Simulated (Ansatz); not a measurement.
# How settings move the G0W0 gap of Li₂S (Fm-3m)

A 3-atom cell of Li₂S (Fm-3m) from a materials database, relaxed with r2SCAN; one-shot G0W0 in Ansatz without spin-orbit coupling. The values are computed, spin-unpolarised, and not measurements.

```
Li S
1.0
     0.00000    2.84530    2.84530
     2.84530    0.00000    2.84530
     2.84530    2.84530    0.00000
Li S
2 1
Direct
  0.75000 0.75000 0.75000
  0.25000 0.25000 0.25000
  0.00000 0.00000 0.00000
```

Gaps are read over the mesh points alone. G0W0 values are finite-basis, finite-mesh values.

| start | potentials | frequency model | mesh | empty bands | screening cutoff (eV) | Kohn-Sham gap (eV) | G0W0 gap (eV) |
| --- | --- | --- | --- | --- | --- | --- | --- |
| PBE | PAW | contour deformation | 6×6×6 | 137 | 120 | 3.39 | 4.94 |
| PBE | PAW | contour deformation | 6×6×6 | 341 | 220 | 3.39 | 5.08 |
| PBE | PAW | contour deformation | 6×6×6 | 627 | 300 | 3.39 | 5.12 |
| HSE06 | PAW | contour deformation | 6×6×6 | 341 | 220 | 4.33 | 5.56 |
| r2SCAN | PAW | contour deformation | 6×6×6 | 341 | 220 | 3.87 | 5.39 |
| PBE0 | PAW | contour deformation | 6×6×6 | 341 | 220 | 5.03 | 5.77 |
| PBE | PAW | Godby-Needs pole | 6×6×6 | 341 | 220 | 3.39 | 5.02 |
| PBE | PAW | contour deformation | 8×8×8 | 74 | 80 | 3.39 | 4.81 |
| PBE | norm-conserving | contour deformation | 6×6×6 | 341 | 220 | 3.39 | 5.08 |

G0W0 moves the gap on the mesh from 3.39 eV (PBE) to 5.12 eV (Γ to X). Renormalisation factors Z lie between 0.76 and 0.82.

Raising bands and cutoff together moves the gap by +0.14 eV (120 to 220 eV), then +0.04 eV (220 to 300 eV); the last step is still large, so the basis limit isn't reached. Starting from HSE06 (4.33 eV against PBE's 3.39 eV) gives 5.56 eV, +0.48 eV from G0W0@PBE at the same screening cutoff. Starting from r2SCAN (3.87 eV against PBE's 3.39 eV) gives 5.39 eV, +0.31 eV from G0W0@PBE at the same screening cutoff. Starting from PBE0 (5.03 eV against PBE's 3.39 eV) gives 5.77 eV, +0.69 eV from G0W0@PBE at the same screening cutoff. The Godby-Needs plasmon pole differs from contour deformation by -0.06 eV. Norm-conserving potentials (wave cutoff 1034 eV against 420 eV) shift the quasiparticle gap by 0.00 eV and the PBE gap by 0.00 eV. r2SCAN runs take a wave cutoff of 500 eV.
